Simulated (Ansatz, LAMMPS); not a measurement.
# Structural relaxation of InP with crystalline order left by the classical run (60 atoms)

How does InP with crystalline order left by the classical run (60 atoms) relax, and what do bonds, charges and levels look like afterwards?

Main program and level: Ansatz 0.2.0; Kohn-Sham DFT, PBE, PAW (set soft_2), plane waves.

**1. Starting point**

The cell holds 60 atoms: 30 In and 30 P. Cell: a = 11.677 Å, b = 11.677 Å, c = 11.677 Å, α = 90.0°, β = 90.0°, γ = 90.0°. 60 atoms (30 In, 30 P) placed at random at 4.56 g/cm³, melted at 2500 K for 10 ps at fixed volume with the Vashishta potential (Branicio, Rino, Gan and Tsuzuki, J. Phys.: Condens. Matter 21, 095002 (2009)). Quenched from 2500 K to 300 K at 50 K/ps and fixed volume, annealed at 900 K for 50 ps, held 5 ps, then minimised at fixed cell.

Limits known from the start: The quench rate of 50 K/ps far exceeds what a furnace or splat quench reaches, so expect more defects and frozen-in strain than in a real sample. The starting topology of bonds comes from the classical model. Only the Γ point is sampled, in a cell whose shortest periodic width is 12 Å.

**2. How the cell was made**

A classical potential supplies the starting structure, since it reaches far longer times than DFT.

This step: classical MD, Vashishta potential (Branicio, Rino, Gan and Tsuzuki, J. Phys.: Condens. Matter 21, 095002 (2009)) (LAMMPS 22 Jul 2025 - Update 4).

Input file in.lmp:

```
# melt-quench of In30P30
units metal
atom_style atomic
boundary p p p
region box block 0 11.6766 0 11.6766 0 11.6766
create_box 2 box
mass 1 114.8180   # In
mass 2 30.9738   # P
create_atoms 1 random 30 142658 NULL overlap 2.15 maxtry 2000
create_atoms 2 random 30 142665 NULL overlap 2.15 maxtry 2000
pair_style vashishta/table 100000 0.2
pair_coeff * * InP.vashishta In P
neigh_modify delay 0 every 1 check yes
thermo_style custom step time temp pe press density
thermo_modify norm yes
timestep 0.001
thermo 100
min_style cg
minimize 1e-4 1e-4 200 2000
reset_timestep 0
velocity all create 2500 142659 mom yes dist gaussian
fix lim all nve/limit 0.05
fix lan all langevin 2500 2500 0.1 142660 zero yes
thermo 500
run 1000 post no
unfix lim
unfix lan
thermo 1666
fix md all nvt temp 2500 2500 0.1
run 10000 post no
unfix md
thermo 4400
fix md all nvt temp 2500 300 0.1
run 44000 post no
# [... 13 lines left out ...]
thermo 2500
fix md all nvt temp 300 300 0.1
run 5000 post no
unfix md
thermo 100
min_style cg
minimize 0 1e-3 2000 20000
write_dump all custom glass.dump id type xs ys zs modify sort id
```

The run is started by

```sh
$ lmp -in in.lmp -log none -nocite
```

Numbers of over 12 decimals in the logs are rounded to 6 here.

The program printed:

```text
LAMMPS (22 Jul 2025 - Update 4)
Created orthogonal box = (0 0 0) to (11.6766 11.6766 11.6766)
Created 30 atoms
Created 30 atoms
   Step          Time           Temp          PotEng         Press         Density
         0   0              0              0.30260831     200501.69      4.5619887
        89   0.089          0             -3.1907845     -6016.7431      4.5619887
Loop time of 0.0137979 s on 1 MPI rank(s) for 89 steps with 60 atoms
Minimization stats:
  Stopping criterion = energy tolerance
  Energy initial, next-to-last, final =
     0.302608311189664  -3.19047642341893  -3.19078450285663
  Force two-norm initial, final = 74.152715 0.47697763
  Iterations, force evaluations = 89 120
   Step          Time           Temp          PotEng         Press         Density
         0   0              2500          -3.1907845      6774.9063      4.5619887
       500   0.5            3063.5984     -2.8409062      61153.512      4.5619887
[... 32 lines left out ...]
[... 8 lines left out ...]
Loop time of 2.94136 s on 1 MPI rank(s) for 50000 steps with 60 atoms
   Step          Time           Temp          PotEng         Press         Density
[... 3 lines left out ...]
Loop time of 0.528199 s on 1 MPI rank(s) for 10000 steps with 60 atoms
   Step          Time           Temp          PotEng         Press         Density
[... 1 line left out ...]
    122500   122.5          284.38831     -3.2730813     -9677.2362      4.5619887
    125000   125            272.71832     -3.2677559     -9425.2703      4.5619887
Loop time of 0.237269 s on 1 MPI rank(s) for 5000 steps with 60 atoms
   Step          Time           Temp          PotEng         Press         Density
    125000   125            272.71832     -3.2677559     -9425.2703      4.5619887
    125037   125.037        272.71832     -3.3090301     -13466.933      4.5619887
Loop time of 0.00526955 s on 1 MPI rank(s) for 37 steps with 60 atoms
Minimization stats:
  Stopping criterion = force tolerance
  Energy initial, next-to-last, final =
     -3.26775587819433   -3.3090300633986  -3.30903006488524
  Force two-norm initial, final = 5.5181117 0.00082148548
  Iterations, force evaluations = 37 74
```

Elapsed: 7.7 s, on 1 thread of Arm Neoverse V2, shared host; peak memory 0.062 GiB.

**3. Single point at the start**

The forces at the start show how far the geometry lies from a minimum of this functional.

Input file input.yaml:

```yaml
crystal:
  lattice:
    - [11.6766, 0.0, 0.0]
    - [0.0, 11.6766, 0.0]
    - [0.0, 0.0, 11.6766]
  atoms:
    - { symbol: In, position: [0.18153, 0.94963, 0.71564] }
    - { symbol: In, position: [0.5674, 0.48443, 0.07001] }
    - { symbol: In, position: [0.5989, 0.75147, 0.30095] }
    - { symbol: In, position: [0.84914, 0.7402, 0.56147] }
    - { symbol: In, position: [0.97359, 0.9902, 0.42754] }
    - { symbol: In, position: [0.58132, 0.23368, 0.82758] }
    - { symbol: In, position: [0.09762, 0.49019, 0.5516] }
    - { symbol: In, position: [0.09432, 0.23175, 0.30369] }
    - { symbol: In, position: [0.71636, 0.48612, 0.6967] }
    - { symbol: In, position: [0.32636, 0.73157, 0.06838] }
    - { symbol: In, position: [0.36402, 0.52872, 0.7868] }
    - { symbol: In, position: [0.45517, 0.98444, 0.95776] }
    - { symbol: In, position: [0.9637, 0.24016, 0.67604] }
    - { symbol: In, position: [0.34608, 0.98168, 0.3261] }
    - { symbol: In, position: [0.46122, 0.47438, 0.43626] }
    - { symbol: In, position: [0.69758, 0.73366, 0.94385] }
    - { symbol: In, position: [0.5219, 0.87321, 0.64864] }
    - { symbol: In, position: [0.80953, 0.44965, 0.34364] }
    - { symbol: In, position: [0.73838, 0.0287, 0.16115] }
    - { symbol: In, position: [0.22422, 0.25146, 0.92626] }
    - { symbol: In, position: [0.45679, 0.23155, 0.19881] }
    - { symbol: In, position: [0.19909, 0.48168, 0.17909] }
    - { symbol: In, position: [0.87653, 0.37317, 0.00327] }
    - { symbol: In, position: [0.32428, 0.20522, 0.57525] }
    - { symbol: In, position: [0.03207, 0.66192, 0.85713] }
    - { symbol: In, position: [0.82846, 0.98612, 0.80882] }
    - { symbol: In, position: [0.08891, 0.97439, 0.06395] }
    - { symbol: In, position: [0.94992, 0.70522, 0.20088] }
    - { symbol: In, position: [0.22147, 0.73172, 0.43085] }
    - { symbol: In, position: [0.66805, 0.16191, 0.49308] }
    - { symbol: P, position: [0.00718, 0.77252, 0.40344] }
    - { symbol: P, position: [0.13711, 0.02081, 0.27563] }
    - { symbol: P, position: [0.60936, 0.27377, 0.04178] }
    - { symbol: P, position: [0.87529, 0.5212, 0.53815] }
    - { symbol: P, position: [0.37737, 0.77231, 0.27703] }
    - { symbol: P, position: [0.85482, 0.76776, 0.7852] }
    - { symbol: P, position: [0.75556, 0.79769, 0.14695] }
    - { symbol: P, position: [0.6152, 0.52886, 0.2825] }
    - { symbol: P, position: [0.60668, 0.0176, 0.79327] }
    - { symbol: P, position: [0.82629, 0.1334, 0.34365] }
    - { symbol: P, position: [0.35792, 0.52221, 0.01938] }
    - { symbol: P, position: [0.50579, 0.02218, 0.16726] }
    - { symbol: P, position: [0.03599, 0.34398, 0.85496] }
    - { symbol: P, position: [0.12171, 0.27251, 0.51799] }
    - { symbol: P, position: [0.24268, 0.02885, 0.90996] }
    - { symbol: P, position: [0.10433, 0.75185, 0.04551] }
    - { symbol: P, position: [0.47966, 0.25184, 0.42083] }
    - { symbol: P, position: [0.98702, 0.02117, 0.64988] }
    - { symbol: P, position: [0.6702, 0.844, 0.48917] }
    - { symbol: P, position: [0.24815, 0.27231, 0.14778] }
    - { symbol: P, position: [0.48339, 0.77379, 0.9158] }
    - { symbol: P, position: [0.7319, 0.51757, 0.9185] }
    - { symbol: P, position: [0.18151, 0.63342, 0.69889] }
    - { symbol: P, position: [0.89485, 0.05685, 0.00383] }
    - { symbol: P, position: [0.37821, 0.2977, 0.7696] }
    - { symbol: P, position: [0.24953, 0.52079, 0.38807] }
    - { symbol: P, position: [0.96541, 0.47365, 0.18684] }
    - { symbol: P, position: [0.33833, 0.97366, 0.55976] }
    - { symbol: P, position: [0.73998, 0.26777, 0.67033] }
    - { symbol: P, position: [0.52134, 0.55684, 0.63032] }
kpoints:
  mp_grid: { grid: [1, 1, 1] }
hamiltonian:
  xc: pbe
scf:
  occupations: { method: gaussian, width: 0.025 }
output:
  forces: true
  stress: true
  populations: true
  dos:
    method: { smearing: { sigma: 0.15 } }
    de: 0.1
    projected: { site_lists: { In: [In], P: [P] } }
  eigenvalues: true
```

The run is started by

```sh
$ ansatz run input.yaml --threads 4 --pin off --max-ram 8192MiB --backend cpu --events-out ev --progress --plain --runs-dir out
```

The program printed:

```text
Engine: ansatz 0.2.0, aarch64-unknown-linux-gnu
Pseudopotentials: kind: paw
Pseudopotential: In, paw, valence charge 13, recommended cutoff 420 eV (normal), In.paw.azcp
Pseudopotential: P, paw, valence charge 5, recommended cutoff 420 eV (normal), P.paw.azcp
Functional definition: PBE
  parameter kappa = 0.804
  parameter beta = 0.066725
  exchange = pbe_x(kappa = kappa, mu = beta*pi^2/3)
  correlation = pbe_c(beta = beta)
Crystal: 60 atoms, lattice volume = 1592.023 Å³
Basis set: ecut = 420 eV, 31103 PW (Γ), exchange–correlation on 160×160×160 points (8 copies of the dense FFT grid, shifted against one another)
Bands: 330, of which v1, the nominal top of the filled ones, is band 270 counted from 1 (269 counted from 0)
Symmetry: 1 space group operations
Space group: P1 (ITA 1), of the structure as read, at distance tolerance 1.2e-4 Å
k-points: 1
Non-local potential: In, projectors of the file, l = 0: 2, l = 1: 2, l = 2: 2, l = 3: 2
Non-local potential: P, projectors of the file, l = 0: 2, l = 1: 2, l = 2: 2
PAW form: soft (Blöchl's): semilocal exchange-correlation on the pseudo side does not see the compensation charge
PAW one-centre angular grid: In, 590 points (default); XC on 64 Gauss nodes
PAW one-centre angular grid: P, 110 points (default); XC on 64 Gauss nodes
Initial density: superposition of atomic densities (neutral atoms: chi_scale 0, normalization atom), corrected by the library's trained network
Initial wavefunctions: pseudopotential atomic-orbital guess
Functional: x = pbe(κ = 0.804, μ = 0.219515), c = pbe(β = 0.066725)
SCF iter   1: F=—  HF=-190601.139285 eV  |F-HF|=—  |Δ(HF+E_count)|=         —  Δρ=2.73e-3  dr2=2.36e-1  ethr=1.77e-3  ⟨swp⟩=7.0  Hψ=1296  notcnv=0  defer=44
preconditioner: auto → LDOS  [insulator: Δε(μ)=0.053 eV  Ē_g=12.725 eV  σ=0.025 eV  W_gap=0.86  n_scr=304 (ndim 8)  ℏωp=21.6 eV  f_vac=0.011  D(μ)=34.75/eV (n_scr^D=202)  ε∞_Penn≈3.9  β→1.0]
SCF iter   2: F=—  HF=-190601.125017 eV  |F-HF|=—  |Δ(HF+E_count)|=   1.43e-2  Δρ=1.39e-3  dr2=6.80e-2  ethr=4.36e-5  ⟨swp⟩=4.0  Hψ=787  notcnv=0  defer=55
SCF iter   3: F=—  HF=-190601.113984 eV  |F-HF|=—  |Δ(HF+E_count)|=   1.10e-2  Δρ=8.00e-4  dr2=3.07e-2  ethr=1.26e-5  ⟨swp⟩=2.0  Hψ=550  notcnv=0  defer=55
SCF iter   4: F=—  HF=-190601.111165 eV  |F-HF|=—  |Δ(HF+E_count)|=   2.82e-3  Δρ=4.39e-4  dr2=8.84e-3  ethr=5.69e-6  ⟨swp⟩=3.0  Hψ=556  notcnv=0  defer=55
SCF iter   5: F=—  HF=-190601.110418 eV  |F-HF|=—  |Δ(HF+E_count)|=   7.47e-4  Δρ=2.68e-4  dr2=3.79e-3  ethr=1.64e-6  ⟨swp⟩=2.0  Hψ=292  notcnv=0  defer=55
SCF iter   6: F=—  HF=-190601.110096 eV  |F-HF|=—  |Δ(HF+E_count)|=   3.21e-4  Δρ=1.68e-4  dr2=1.45e-3  ethr=7.01e-7  ⟨swp⟩=2.0  Hψ=319  notcnv=0  defer=55
SCF iter   7: F=—  HF=-190601.109909 eV  |F-HF|=—  |Δ(HF+E_count)|=   1.87e-4  Δρ=8.88e-5  dr2=4.32e-4  ethr=2.68e-7  ⟨swp⟩=2.0  Hψ=339  notcnv=0  defer=55
SCF iter   8: F=—  HF=-190601.109865 eV  |F-HF|=—  |Δ(HF+E_count)|=   4.44e-5  Δρ=5.11e-5  dr2=1.59e-4  ethr=8.01e-8  ⟨swp⟩=2.0  Hψ=342  notcnv=0  defer=55
SCF iter   9: F=—  HF=-190601.109849 eV  |F-HF|=—  |Δ(HF+E_count)|=   1.64e-5  Δρ=3.38e-5  dr2=7.48e-5  ethr=2.95e-8  ⟨swp⟩=2.0  Hψ=316  notcnv=0  defer=55
SCF iter  10: F=—  HF=-190601.109758 eV  |F-HF|=—  |Δ(HF+E_count)|=   9.04e-5  Δρ=2.06e-5  dr2=2.55e-5  ethr=1.39e-8  ⟨swp⟩=2.0  Hψ=331  notcnv=0  defer=55
SCF iter  11: F=—  HF=-190601.109756 eV  |F-HF|=—  |Δ(HF+E_count)|=   2.49e-6  Δρ=1.13e-5  dr2=6.67e-6  ethr=4.72e-9  ⟨swp⟩=2.0  Hψ=339  notcnv=0  defer=55
SCF iter  12: F=—  HF=-190601.109755 eV  |F-HF|=—  |Δ(HF+E_count)|=   3.51e-7  Δρ=6.78e-6  dr2=2.60e-6  ethr=1.24e-9  ⟨swp⟩=2.0  Hψ=351  notcnv=0  defer=55
SCF iter  13: F=—  HF=-190601.109755 eV  |F-HF|=—  |Δ(HF+E_count)|=   2.38e-7  Δρ=3.87e-6  dr2=9.09e-7  ethr=4.82e-10  ⟨swp⟩=2.0  Hψ=339  notcnv=0  defer=55
SCF iter  14: F=—  HF=-190601.109755 eV  |F-HF|=—  |Δ(HF+E_count)|=   9.16e-8  Δρ=2.39e-6  dr2=3.01e-7  ethr=1.68e-10  ⟨swp⟩=2.0  Hψ=340  notcnv=0  defer=55
SCF iter  15: F=-190601.109755 eV  HF=-190601.109755 eV  |F-HF|=7.81e-8  |Δ(HF+E_count)|=   3.04e-8  Δρ=1.38e-6  dr2=9.84e-8  ethr=1.85e-11  ⟨swp⟩=14.0  Hψ=1804  notcnv=0
SCF 1 converged in 15 iterations: F = -190601.109755 eV  dr2 = 9.84e-8
  greatest PAW one-centre occupation: 0.983 electrons in one spin orbital (limit 2), on the In atom at site 22 (counted from 0), in its partial waves of l = 2
SCF converged after 15 iterations
Free energy (F): -190601.109755 eV
Harris-Foulkes:  -190601.109755 eV  (|F-HF|=7.81e-8)
Internal energy: -190601.083762 eV  (E = F + TS)
E sigma→0 (E₀):  -190601.096759 eV
Entropy (-TS):   -0.025993 eV (-0.433 meV/atom)
Fermi energy:    6.713267 eV
--- Per-component energies (eV) ---
  E_band       = -1849.321526
  E_kinetic    = 9338.155030
  E_local      = -43140.126718  (includes V_loc(G=0)·N_el)
  E_nonlocal   = 12041.673391
  E_hartree    = 17003.692678
  E_xc         = -8269.528834
  E_vxc        = -4756.393082  (∫ρ·V_xc dr)
  E_paw        = -141737.224045  (= ΣΔE_a)
  E_vpaw       = -9340.014890  (= ΣTr[D̂ρ^β])
  E_aug_tail   = 0.000864  (compensation charges beyond the density's cutoff)
  E_ewald      = -35837.726127
  E_smearing   = -0.025993  (= −TS)
  E_closure    = 0.000000  (closes the sum)
  Σ components = -190601.109755   (vs F -190601.109755, Δ=0.00e0)
--- Forces (eV/Å), atoms counted from 1 ---
  atom   1  In     0.14832800    -0.03925837    -0.22086102
  atom   2  In    -0.10105229    -0.08827962    -0.08425916
  atom   3  In     0.27049346    -0.03326776     0.24495249
  atom   4  In    -0.31541140    -0.11455897     0.04406730
  atom   5  In    -0.22712104    -0.11896744     0.09466787
  atom   6  In    -0.17754041     0.03987681    -0.04868392
  atom   7  In    -0.09444800    -0.11886095     0.22758085
  atom   8  In    -0.41753167     0.20771541     0.01726790
  atom   9  In    -0.22673396    -0.07423864    -0.06465925
  atom  10  In    -0.02505142    -0.02034314    -0.00389218
  atom  11  In    -0.17382098    -0.08285668    -0.09796491
  atom  12  In     0.08429057    -0.08747274     0.10204614
  atom  13  In    -0.04440643    -0.11414440     0.31483100
  atom  14  In    -0.00449250     0.03601986     0.27464392
[...]
atom  59  P      0.29576004    -0.18180686     0.16908916
  atom  60  P     -0.15888103     0.68104056     0.15801265
  max |Σ_I F_I| component: 3.26e-5 eV/Å
--- Stress (GPa, compression-positive) ---
       -0.684896       1.492625       0.404053
        1.492625       2.738406      -1.492331
        0.404053      -1.492331      -0.684696
  P = ⅓ Tr σ = 0.4563 GPa (4.563 kbar)
--- Band table (eV) ---
  k-point 0: bands = ["-8.1588", "-8.1587", "-8.1339", "-8.1334", [... 314 levels ...], "10.4317", "10.6637", "10.6871", "10.7387", "10.8146", "10.8599", "10.9043", "10.9770", "10.9937", "11.0665", "11.1305", "11.1863"]
--- Löwdin populations: 60 sites ---
  site symbol       q [e]
     0     In     12.6447
     1     In     12.7068
     2     In     12.7027
[...]
59      P      5.2581
  spilling = 0.002676 (of n_electrons = 540.000000)
```

It took 24 s on 4 threads of Arm Neoverse V2, shared host; peak memory 1.8 GiB.

The column dr2 measures how far the density is from self-consistency, as an energy; F and HF (Harris–Foulkes) agree once it is small.

The run gave:

| Quantity | Value |
| --- | --- |
| free energy | -190601.1098 eV |
| free energy per atom | -3176.6852 eV/atom |
| SCF cycles | 15 |
| pressure | 0.4563 GPa |
| r.m.s. force component | 0.229 eV/Å |
| longest force | 1.077 eV/Å |
| Fermi energy | 6.713 eV |
| levels partly filled by over 2 per cent | 3 |
| spilling of the projection | 0.002676 |

The r.m.s. force component of 0.23 eV/Å and the pressure of 0.46 GPa set the starting point.

Neighbours are counted within 3.12 Å (In-P).

Length of the force by element and coordination:

```
element  coordination  atoms  mean length of the force (eV/Å)  spread   least   most
     In           all     30                            0.283   0.106  0.0325  0.467
     In             3      8                            0.345  0.0738   0.269  0.467
     In             4     22                            0.261   0.107  0.0325  0.442
      P           all     30                            0.412   0.231   0.096   1.08
      P             3      8                            0.629   0.296   0.353   1.08
      P             4     22                            0.333   0.133   0.096  0.607
```

[end of part 1 of 3]

[Logs are printed without paths, hosts, clocks, repeated set-up lines and the standing remarks that a program may print on its own settings, such as how far it seeks lower states.]

[Hosts, paths, dates, database ids (printed as entryN), source tags and the programs' standing remarks are cut or masked in the printed files.]
